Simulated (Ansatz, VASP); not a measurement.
This is a calculation of Pb for Ansatz 0.2.0.

File input.yaml:

```yaml
crystal:
  lattice:
    - [0.0, 2.4415696833, 2.4415696833]
    - [2.4415696833, 0.0, 2.4415696833]
    - [2.4415696833, 2.4415696833, 0.0]
  atoms:
    - { symbol: Pb, position: [0.0, 0.0, 0.0] }
hamiltonian:
  xc: pbe
  pseudopotentials: { kind: paw }
kpoints:
  mp_grid: { grid: [9, 9, 9] }
scf:
  occupations: { method: fermi_dirac, width: 0.05 }
output:
  forces: true
  stress: true
  eigenvalues: true
```

Potentials or basis: Ansatz PAW.

Command:

```bash
$ ansatz run input.yaml --threads 1 --pin off --max-ram 3584MiB --backend cpu --events-out ev --progress --plain --runs-dir out
```

**Question.** Set up the same calculation for VASP 6.6.1. Potentials there: VASP PAW PBE potentials, release 64 (Pb_d).

**Answer.** As run (the cutoff follows the program's own potentials):

File INCAR:

```
SYSTEM = Pb
ALGO = Normal
EDIFF = 1E-7
ENCUT = 520
GGA = PE
ISIF = 2
ISMEAR = -1
LASPH = .True.
LCHARG = .False.
LREAL = .False.
LWAVE = .False.
NBANDS = 13
NELM = 100
PREC = Accurate
SIGMA = 0.05
```

Contents of KPOINTS:

```
k-points
0
Gamma
  9 9 9
  0 0 0
```

File POSCAR:

```
Pb
1.0
    0.0000000000      2.4415696833      2.4415696833
    2.4415696833      0.0000000000      2.4415696833
    2.4415696833      2.4415696833      0.0000000000
Pb
1
Direct
    0.0000000000      0.0000000000      0.0000000000
```

Potentials or basis: VASP PAW PBE potentials, release 64 (Pb_d).

Launch:

```bash
$ cat potpaw_PBE.64/Pb_d/POTCAR > POTCAR
$ mpirun -np 1 vasp_std > vasp.out
```

Both were run:

|  | VASP | Ansatz | Ansatz less VASP |
| --- | --- | --- | --- |
| gap on the k mesh at the Fermi level (eV) | none | none | - |
| pressure (GPa) | 4.5 | 4.6 | +0.07 |

A gap of «none» marks a metal or a gap that the smearing closes.

Spin-orbit coupling is left out, which matters for the levels of Pb.
